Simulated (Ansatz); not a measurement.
The system is As.

```
CELL_PARAMETERS angstrom
2.70368 0.00000 0.00000
0.00000 2.70368 0.00000
0.00000 0.00000 2.70368
ATOMIC_POSITIONS crystal
As 0.50000 0.50000 0.50000
```

This isn't the form of As at room conditions, which is rhombohedral.

| Quantity | Value |
| --- | --- |
| Program | Ansatz 0.2.0 |
| Task | relaxation of cell and atoms |
| Functional | revPBE |
| Dispersion | D3(BJ) |
| Potentials or basis | Ansatz PAW |
| Cutoff | 420 eV (not typed: the program's choice for these potentials) |
| k mesh | 10 × 10 × 10 |
| Occupations | fermi-dirac, width 0.05 eV |
| Spin | no spin polarisation |

At the start: volume 19.76 Å³/atom.

Question: How do energy, volume and symmetry change on relaxing?

Answer: It ends after 5 steps and the volume is 18.88 Å³/atom (-4.4 %); space group Pm-3m (No. 221, to 0.05 Å).

The path:
| step | energy change (eV) | largest force (eV/Å) | volume (Å³) |
| --- | --- | --- | --- |
| 1 | 0.0000 | 0.0000 | 19.76 |
| 2 | -0.0095 | 0.0000 | 18.54 |
| 3 | -0.0114 | 0.0000 | 18.92 |
| 4 | -0.0114 | 0.0000 | 18.88 |
| 5 | -0.0113 | 0.0000 | 18.88 |

Final structure:
```
CELL_PARAMETERS angstrom
2.66300 0.00000 0.00000
0.00000 2.66300 0.00000
0.00000 0.00000 2.66300
ATOMIC_POSITIONS crystal
As 0.50000 0.50000 0.50000
```

Caveat: the plane-wave basis is chosen anew once the cell has moved, so the energies of steps on either side of that aren't comparable; pairwise dispersion overbinds metals, which lowers pressure and volume; the PAW data sets come from PBE, with cores solved anew for the run's functional, which leaves a small shift of forces and pressure.
